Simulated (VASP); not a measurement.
# VN (Fm-3m) in VASP: band structure with PBEsol

Aim: the band structure of VN with PBEsol.

All numbers are computed with VASP 6.6.1; they aren't measurements. Logs are shortened: lines on timing, memory, paths and dates and some standing lists are left out, and cuts for length are marked.

## 1. The structure

The structure is cubic, space group Fm-3m (No. 225). Conventional cell: a = 4.075 Å, b = 4.075 Å, c = 4.075 Å, α = 90.00°, β = 90.00°, γ = 90.00°. V (site symmetry m-3m) is surrounded by 6 N at 2.04 Å. N (site symmetry m-3m) is surrounded by 6 V at 2.04 Å.

## 2. Band structure, PBEsol

Input file INCAR:

```
SYSTEM = VN
PREC = Accurate
ENCUT = 520
EDIFF = 1E-6
ISMEAR = 1
SIGMA = 0.1
LREAL = .FALSE.
LASPH = .TRUE.
NELM = 80
ALGO = Fast
ISIF = 2
LWAVE = .FALSE.
LCHARG = .FALSE.
LMAXMIX = 4
GGA = PS
NBANDS = 16
ICORELEVEL = 1
```

Input file KPOINTS:

```
regular mesh
0
G
  16 16 16
  0 0 0
```

Input file POSCAR:

```
VN                                      
1.0
    0.0000000000      2.0372620889      2.0372620889
    2.0372620889      0.0000000000      2.0372620889
    2.0372620889      2.0372620889      0.0000000000
  V               N             
     1     1
Direct
     0.0000000000000000    0.0000000000000000    0.0000000000000000
     0.5000000000000000    0.5000000000000000    0.5000000000000000
```

Input file KPOINTS_OPT:

```
explicit points
159
Reciprocal
 0.0000000000  0.0000000000  0.0000000000 1
 0.0357142857  0.0000000000  0.0357142857 1
 0.0714285714  0.0000000000  0.0714285714 1
 0.1071428571  0.0000000000  0.1071428571 1
 0.1428571429  0.0000000000  0.1428571429 1
 0.1785714286  0.0000000000  0.1785714286 1
[... 151 lines left out ...]
 0.4250000000  0.0000000000  0.4250000000 1
 0.4500000000  0.0000000000  0.4500000000 1
```

Potentials or basis: VASP PAW PBE potentials, release 64 (V_sv, N).

Run with:

```console
> cat potpaw_PBE.64/V_sv/POTCAR potpaw_PBE.64/N/POTCAR > POTCAR
> mpirun -np 1 vasp_std > vasp.out
```

OUTCAR:

```text
SYSTEM = VN
   PREC = Accurate
   ENCUT = 520
   EDIFF = 1E-6
   ISMEAR = 1
   LREAL = .FALSE.
   LASPH = .TRUE.
   NELM = 80
   ISIF = 2
   GGA = PS

 ion  position               nearest neighbor table
   1  0.000  0.000  0.000-   2 2.04   2 2.04   2 2.04   2 2.04   2 2.04   2 2.04
   2  0.500  0.500  0.500-   1 2.04   1 2.04   1 2.04   1 2.04   1 2.04   1 2.04

  LATTYP: Found a face centered cubic cell.
 ALAT       =     4.0745241778

  Lattice vectors:

 A1 = (   0.0000000000,   2.0372620889,   2.0372620889)
 A2 = (   2.0372620889,   0.0000000000,   2.0372620889)
 A3 = (   2.0372620889,   2.0372620889,   0.0000000000)

Analysis of symmetry for initial positions (statically):
=====================================================================
 Subroutine PRICEL returns:
 Original cell was already a primitive cell.

 Routine SETGRP: Setting up the symmetry group for a
 face centered cubic supercell.

 Subroutine GETGRP returns: Found 48 space group operations
 (whereof 48 operations were pure point group operations)
 out of a pool of 48 trial point group operations.

The static configuration has the point symmetry O_h .

Analysis of symmetry for dynamics (positions and initial velocities):
=====================================================================
 Subroutine PRICEL returns:
 Original cell was already a primitive cell.

 Routine SETGRP: Setting up the symmetry group for a
 face centered cubic supercell.

 Subroutine GETGRP returns: Found 48 space group operations
 (whereof 48 operations were pure point group operations)
 out of a pool of 48 trial point group operations.

The dynamic configuration has the point symmetry O_h .

 Subroutine INISYM returns: Found 48 space group operations
 (whereof 48 operations are pure point group operations),
 and found     1 'primitive' translations

----------------------------------------------------------------------------------------

                                     Primitive cell

  volume of cell :      16.9111

  direct lattice vectors                    reciprocal lattice vectors
     0.000000000  2.037262089  2.037262089    -0.245427431  0.245427431  0.245427431
     2.037262089  0.000000000  2.037262089     0.245427431 -0.245427431  0.245427431
     2.037262089  2.037262089  0.000000000     0.245427431  0.245427431 -0.245427431

  length of vectors
     2.881123676  2.881123676  2.881123676     0.425092779  0.425092779  0.425092779

  position of ions in fractional coordinates (direct lattice)
     0.000000000  0.000000000  0.000000000
     0.500000000  0.500000000  0.500000000

[... 82 lines left out ...]
   ISIF   =      2    stress and relaxation
   ISYM   =      2    0-nonsym 1-usesym 2-fastsym
   POTIM  = 0.5000    time-step for ionic-motion
   TEBEG  =    0.0;   TEEND  =   0.0 temperature during run
   PSTRESS=    0.0 pullay stress
   NELECT =      18.0000    total number of electrons
   NUPDOWN=      -1.0000    fix difference up-down
   EMIN   =  10.00;   EMAX   =-10.00  energy-range for DOS
   EFERMI =   0.00;   METHOD = LEGACY
   ISMEAR =     1;   SIGMA  =   0.10  broadening in eV -4-tet -1-fermi 0-gaus
   EFERMI_NEDOS =   21; number of points for ismear=-14 and -15
   IALGO  =     68    algorithm
   IMIX   =      4    mixing-type and parameters
     AMIX     =   0.40;   BMIX     =  1.00
     AMIX_MAG =   1.60;   BMIX_MAG =  1.00
  volume/ion in A,a.u.               =       8.46        57.06
  Fermi-wavevector in a.u.,A,eV,Ry     =   1.671509  3.158694 38.013901  2.793943
  Thomas-Fermi vector in A             =   2.756819
   LORBIT       =      0    0 simple, 1 ext, 2 COOP (PROOUT), +10 PAW based schemes
   GGA     = PS    functional components
   LHFCALC =     F    Hartree Fock is set to
   AEXX    =    0.0000 exact exchange contribution
   IVDW    =     0    specifies the selected vdW correction
   LEPSILON=     F    determine dielectric tensor
   LRPA    =     F    only Hartree local field effects (RPA)
 non-spin polarized calculation
 RMM-DIIS sequential band-by-band and
 Methfessel and Paxton  Order N= 1 SIGMA  =   0.10
  energy-cutoff  :      520.00
  volume of cell :       16.91
 maximum number of plane-waves:       469
 NGX is ok and might be reduce to    24
   NGX = 11   NGY = 11   NGZ = 11

 number of electron      18.0000005 magnetization

 Free energy of the ion-electron system (eV)
  ---------------------------------------------------
  ext. energy  EPLUGINS =         0.00000000
  ---------------------------------------------------
  free energy    TOTEN  =       -20.56233238 eV

  energy without entropy =      -20.56229788  energy(sigma->0) =      -20.56232088

 the core state eigenenergies are
   1-  1s  -5347.2701  2s   -585.8779  2p   -486.3616
   2-  1s   -365.8201

 E-fermi :  12.4054     XC(G=0): -14.0082

 val. band max:       12.3704550646   @ k =  -0.3125   0.1875   0.0000
 cond. band min:      12.4117417291   @ k =  -0.4375   0.1875   0.0000
 fundamental gap:      0.0412866645
 Fermi energy:        12.4053687025

 k-point     1 :       0.0000    0.0000    0.0000
  band No.  band energies     occupation
      1     -52.8119      2.00000
      2     -26.5341      2.00000
      3     -26.5341      2.00000
      4     -26.5341      2.00000
      5      -5.8378      2.00000
      6      10.0739      2.00000
[... 433 lines left out ...]
      3     -26.5485      2.00000
      4     -26.5353      2.00000
      5      -5.6135      2.00000
      6       8.7395      2.00000
[... 8 lines left out ...]
     15      26.3213      0.00000
     16      31.9137      0.00000

 [... further k-points ...]

------------------------ aborting loop because EDIFF is reached ----------------------------------------

  FORCE on cell =-STRESS in cart. coord.  units (eV):
  Direction    XX          YY          ZZ          XY          YZ          ZX
  --------------------------------------------------------------------------------------
  -------------------------------------------------------------------------------------
  Total        0.0357501      0.0357501      0.0357501     -0.0000000      0.0000000     -0.0000000
  in kB        3.3870164      3.3870164      3.3870164     -0.0000000      0.0000000     -0.0000000
  external PRESSURE =       3.3870164 kB  Pullay stress =       0.0000000 kB

 VOLUME and BASIS-vectors are now :
 -----------------------------------------------------------------------------
  energy-cutoff  :      520.00
  volume of cell :       16.91
      direct lattice vectors                 reciprocal lattice vectors
     0.000000000  2.037262089  2.037262089    -0.245427431  0.245427431  0.245427431
     2.037262089  0.000000000  2.037262089     0.245427431 -0.245427431  0.245427431
     2.037262089  2.037262089  0.000000000     0.245427431  0.245427431 -0.245427431

 POSITION                                       TOTAL-FORCE (eV/Angst)
 -----------------------------------------------------------------------------------
      0.00000      0.00000      0.00000         0.000000     -0.000000      0.000000
      2.03726      2.03726      2.03726        -0.000000      0.000000     -0.000000
 -----------------------------------------------------------------------------------
    total drift:                                0.000000     -0.000000     -0.000000

  FREE ENERGIE OF THE ION-ELECTRON SYSTEM (eV)
  ---------------------------------------------------
  free  energy   TOTEN  =       -20.5623323845 eV

  energy  without entropy=      -20.5622978755  energy(sigma->0) =      -20.56232088
```

OSZICAR:

```text
N       E                     dE             d eps       ncg     rms          rms(c)
DAV:   1     0.133783420885E+03    0.13378E+03   -0.97345E+03  4672   0.128E+03
DAV:   2    -0.214309189773E+02   -0.15521E+03   -0.14927E+03  5160   0.365E+02
DAV:   3    -0.257246486213E+02   -0.42937E+01   -0.42724E+01  5112   0.657E+01
[... 19 lines left out ...]
DAV:   7    -0.307467975420E+05   -0.48596E-05     3448
DAV:   8    -0.307467975425E+05   -0.48471E-06     2904
       N       E                     dE             ncg
DAV:   1     0.102651483513E+06   -0.12771E+05      448
DAV:   2     0.100616013793E+06   -0.20355E+04      512
DAV:   3     0.100567384362E+06   -0.48629E+02      496
DAV:   4     0.100567160067E+06   -0.22429E+00      504
DAV:   5     0.100567158521E+06   -0.15466E-02      488
DAV:   6     0.100567158501E+06   -0.19805E-04      504
DAV:   7     0.100567158501E+06   -0.34773E-06      336
```

stdout:

```text
POSCAR found type information on POSCAR V N
 POSCAR found :  2 types and       2 ions
 scaLAPACK will be used
 -----------------------------------------------------------------------------
|                                                                             |
|                                                                             |
|     You enforced a specific xc type in the INCAR file but a different       |
|     I HOPE YOU KNOW WHAT YOU ARE DOING!                                     |
|                                                                             |
 -----------------------------------------------------------------------------

 LDA part: xc-table for (Slater+PW92), standard interpolation
 POSCAR, INCAR and KPOINTS ok, starting setup
 FFT: planning ... GRIDC
 FFT: planning ... GRID_SOFT
 FFT: planning ... GRID
 WAVECAR not read
 entering main loop
 Start KPOINTS_OPT (optional k-point list driver)
k-point batch [1-145\159]
k-point batch [146-159\159]
```

Wall time 32 s (1 thread of Intel Xeon Platinum 8488C (Sapphire Rapids), shared host); peak memory 0.19 GiB.

What came out:

```yaml
Free_energy: -20.5623 eV
Pressure: 0.3 GPa
Band_gap_along_the_path: none (metal or under the smearing width)
```

Levels at the corners of the path, in eV from the Fermi level:
```csv
point,band 5,band 6,band 7,band 8,band 9,band 10,band 11,band 12,band 13,band 14
Γ,-18.24,-2.33,-2.33,-2.33,-1.67,-1.67,-1.67,-0.56,-0.56,6.31
X,-16.39,-6.88,-4.11,-3.79,-3.79,0.48,1.27,1.27,2.88,10.69
X,-16.39,-6.88,-4.11,-3.79,-3.79,0.48,1.27,1.27,2.88,10.69
W,-15.88,-6.46,-6.46,-6.23,0.10,0.10,1.27,2.29,2.97,12.40
W,-15.88,-6.46,-6.46,-6.23,0.10,0.10,1.27,2.29,2.97,12.40
K,-15.94,-6.79,-6.74,-5.26,-1.29,0.88,1.36,2.80,2.91,11.72
K,-15.94,-6.79,-6.74,-5.26,-1.29,0.88,1.36,2.80,2.91,11.72
Γ,-18.24,-2.33,-2.33,-2.33,-1.67,-1.67,-1.67,-0.56,-0.56,6.31
Γ,-18.24,-2.33,-2.33,-2.33,-1.67,-1.67,-1.67,-0.56,-0.56,6.31
L,-15.32,-9.26,-6.38,-6.38,0.60,0.60,1.53,5.21,5.21,6.25
L,-15.32,-9.26,-6.38,-6.38,0.60,0.60,1.53,5.21,5.21,6.25
U,-15.94,-6.79,-6.74,-5.26,-1.29,0.88,1.36,2.80,2.91,11.72
U,-15.94,-6.79,-6.74,-5.26,-1.29,0.88,1.36,2.80,2.91,11.72
W,-15.88,-6.46,-6.46,-6.23,0.10,0.10,1.27,2.29,2.97,12.40
W,-15.88,-6.46,-6.46,-6.23,0.10,0.10,1.27,2.29,2.97,12.40
L,-15.32,-9.26,-6.38,-6.38,0.60,0.60,1.53,5.21,5.21,6.25
L,-15.32,-9.26,-6.38,-6.38,0.60,0.60,1.53,5.21,5.21,6.25
K,-15.94,-6.79,-6.74,-5.26,-1.29,0.88,1.36,2.80,2.91,11.72
U,-15.94,-6.79,-6.74,-5.26,-1.29,0.88,1.36,2.80,2.91,11.72
X,-16.39,-6.88,-4.11,-3.79,-3.79,0.48,1.27,1.27,2.88,10.69
```

Core levels (eV, on the scale of the bands):
```
atom                            levels
 1 V  1s -5347.3, 2s -585.9, 2p -486.4
 2 N                         1s -365.8
```

Caveat: the PAW data sets were made with another functional, which shifts forces and pressure a little; the run has no spin polarisation, though such a crystal can be magnetic.
